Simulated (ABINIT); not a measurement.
# GaN (P6_3mc) in ABINIT: settings compared, part 2 of 2

ABINIT 10.8.3 (patched build). Earlier steps stand in the parts before.

### 4 Band structure, RPBE

run.abi reads:

```
ndtset 2

pp_dirpath "./"
pseudos "Ga.GGA_PBE-JTH.xml, N.GGA_PBE-JTH.xml"

acell 3*1.0
rprim
     6.0093290763     0.0000000000     0.0000000000
    -3.0046645382     5.2042316397     0.0000000000
     0.0000000000     0.0000000000     9.7623251598
ntypat 2
znucl 31 7
natom 4
typat 1 1 2 2
xred
     0.6666666667     0.3333333333     0.5000000000
     0.3333333333     0.6666666667     0.0000000000
     0.6666666667     0.3333333333     0.8750000000
     0.3333333333     0.6666666667     0.3750000000

ecut 31.0
pawecutdg 53.0
pawxcdev 0

ixc 15

occopt 3
tsmear 0.05 eV

nstep 100

iomode 3
prtwf 0
prteig 0
prtebands 0
enunit 1
prtden1 1

kptopt1 1
ngkpt1 10 10 5
nshiftk1 1
shiftk1 0.0 0.0 0.0
nband1 22
tolvrs1 1.0e-9

iscf2 -2
getden2 1
nband2 28
nbdbuf2 4
tolwfr2 1.0e-11
kptopt2 -7
ndivsm2 6
prteig2 1
prtvol2 -3
kptbounds2
     0.0000000000     0.0000000000     0.0000000000
     0.5000000000     0.0000000000     0.0000000000
     0.3333333333     0.3333333333     0.0000000000
     0.0000000000     0.0000000000     0.0000000000
     0.0000000000     0.0000000000     0.5000000000
     0.5000000000     0.0000000000     0.5000000000
     0.3333333333     0.3333333333     0.5000000000
     0.0000000000     0.0000000000     0.5000000000
```

Potentials or basis: JTH PAW PBE v2.0.

Command:

```bash
abinit run.abi > log 2>&1
```

run.abo:

```text
.Version 10.8.3 of ABINIT
 DATASET    1 : space group P6_3 m c (#186); Bravais hP (primitive hexag.)
================================================================================
 Values of the parameters that define the memory need for DATASET  1.
     intxc =       0    ionmov =       0      iscf =      17    lmnmax =      18
     lnmax =       6     mgfft =      50  mpssoang =       3    mqgrid =    3200
     natom =       4  nloc_mem =       2    nspden =       1   nspinor =       1
    nsppol =       1      nsym =      12    n1xccc =       1    ntypat =       2
    occopt =       3   xclevel =       2
       mpw =        2541          nfft =       51200          nkpt =          42
 PAW method is used; the additional fine FFT grid is defined by:
   mgfftf=        64    nfftf =    102400
================================================================================
================================================================================
[... 1403 lines left out ...]
================================================================================

 -outvars: echo values of variables after computation  --------
            acell      1.0000000000E+00  1.0000000000E+00  1.0000000000E+00 Bohr
           etotal1    -1.7812464061E+02
            fcart1     3.5846200985E-28  1.0347906894E-28 -2.7842069126E-03
                      -3.5846200985E-28 -7.2435348259E-28 -2.7842069126E-03
                      -3.5846200985E-28  5.1739534470E-28  2.7842069126E-03
                       3.5846200985E-28  1.0347906894E-28  2.7842069126E-03
            rprim      6.0093290763E+00  0.0000000000E+00  0.0000000000E+00
                      -3.0046645382E+00  5.2042316397E+00  0.0000000000E+00
                       0.0000000000E+00  0.0000000000E+00  9.7623251598E+00
           strten1    -3.8899514241E-04 -3.8899514181E-04 -4.6105992078E-04
                       0.0000000000E+00  0.0000000000E+00  1.9449405571E-13
           xangst      1.5899999989E+00  9.1798692737E-01  2.5829999982E+00
                      -1.7639790514E-11  1.8359738547E+00  0.0000000000E+00
                       1.5899999989E+00  9.1798692737E-01  4.5202499969E+00
                      -1.7639790514E-11  1.8359738547E+00  1.9372499987E+00
             xred      6.6666666667E-01  3.3333333333E-01  5.0000000000E-01
                       3.3333333333E-01  6.6666666667E-01  0.0000000000E+00
                       6.6666666667E-01  3.3333333333E-01  8.7500000000E-01
                       3.3333333333E-01  6.6666666667E-01  3.7500000000E-01
 Calculation completed.
```

Wall time 2.8 min (1 thread of Arm Neoverse V1, shared host); peak memory 0.18 GiB.

Results:

```
Free energy                                           : -4847.0184 eV
Pressure                                              : 12.2 GPa
Largest force                                         : 0.143 eV/Å
Band gap on the k mesh                                : 2.00 eV, direct
Band gap along the path                               : 2.00 eV, direct
Valence electrons inside the program's atomic spheres : Ga 11.18; N 2.56
```

Forces in eV/Å, atoms in the order of the input:
```
Ga   0.000  0.000 -0.143
Ga   0.000  0.000 -0.143
N    0.000  0.000  0.143
N    0.000  0.000  0.143
```

Stress tensor (GPa, compression positive):
```
11.44  0.00  0.00
 0.00 11.44  0.00
 0.00  0.00 13.56
```

Levels at the corners of the path, in eV from the valence-band top:
| point | band 15 | band 16 | band 17 | band 18 | band 19 | band 20 | band 21 | band 22 |
| --- | --- | --- | --- | --- | --- | --- | --- | --- |
| Γ | -1.06 | -0.06 | 0.00 | 0.00 | 2.00 | 4.35 | 9.34 | 9.99 |
| M | -4.26 | -2.78 | -2.25 | -0.99 | 5.15 | 5.65 | 6.14 | 8.74 |
| K | -5.31 | -3.03 | -3.03 | -2.70 | 5.21 | 7.93 | 7.93 | 8.52 |
| Γ | -1.06 | -0.06 | 0.00 | 0.00 | 2.00 | 4.35 | 9.34 | 9.99 |
| A | -0.54 | -0.54 | -0.54 | -0.54 | 4.34 | 4.34 | 8.62 | 8.62 |
| L | -1.96 | -1.96 | -1.92 | -1.92 | 4.49 | 4.49 | 7.90 | 7.90 |
| H | -4.20 | -4.20 | -1.50 | -1.50 | 6.54 | 6.54 | 7.41 | 7.41 |
| A | -0.54 | -0.54 | -0.54 | -0.54 | 4.34 | 4.34 | 8.62 | 8.62 |

Caveat: the PAW data sets were made with another functional, which shifts forces and pressure a little.

### 5 Summary

```tsv
level	gap on the mesh (eV)	pressure (GPa)	largest force (eV/Å)
LDA	1.98	-3.8	0.13
PBEsol	1.90	1.7	0.13
RPBE	2.00	12.2	0.14
```

Alike in all rows: task band structure; potentials or basis JTH PAW PBE v2.0; no spin polarisation; cell as given; k mesh 10 × 10 × 5; cutoff (eV) 844; smearing fermi-dirac 0.05 eV.

On the cell as given the gap runs from 1.90 eV (PBEsol) to 2.00 eV (RPBE). The pressure there spans -3.8 GPa (LDA) to 12.2 GPa (RPBE); a positive pressure means that this level wants a larger cell, a negative one a smaller.

Caveats: the PAW data sets were made with another functional, which shifts forces and pressure a little.

Total energies depend on the potentials used, so only differences within one code and one set of settings carry meaning.

### 6 How close it comes

Step 2. A measured gap of GaN is 3.503 eV (direct; quoted in “Studying electronic properties in GaN without electrical contacts using γ-γ vs e−-γ Perturbed Angular Correlations”, 2019, pmc:6823545); the calculated 1.98 eV misses it by -1.52 eV. Spin-orbit coupling on Ga is left out. The value is that of LDA, without temperature or zero-point motion. Semilocal functionals fall short of measured gaps as a rule.

Step 3. Measured gap of GaN: 3.503 eV (direct; quoted in “Studying electronic properties in GaN without electrical contacts using γ-γ vs e−-γ Perturbed Angular Correlations”, 2019, pmc:6823545). This calculation gives 1.90 eV (-1.60 eV). Spin-orbit coupling on Ga is left out. The value is that of PBEsol, without temperature or zero-point motion. Semilocal functionals fall short of measured gaps as a rule.

Step 4. Measured gap of GaN: 3.503 eV (direct; quoted in “Studying electronic properties in GaN without electrical contacts using γ-γ vs e−-γ Perturbed Angular Correlations”, 2019, pmc:6823545). This calculation gives 2.00 eV (-1.51 eV). Spin-orbit coupling on Ga is left out. The value is that of RPBE, without temperature or zero-point motion. Semilocal functionals fall short of measured gaps as a rule.
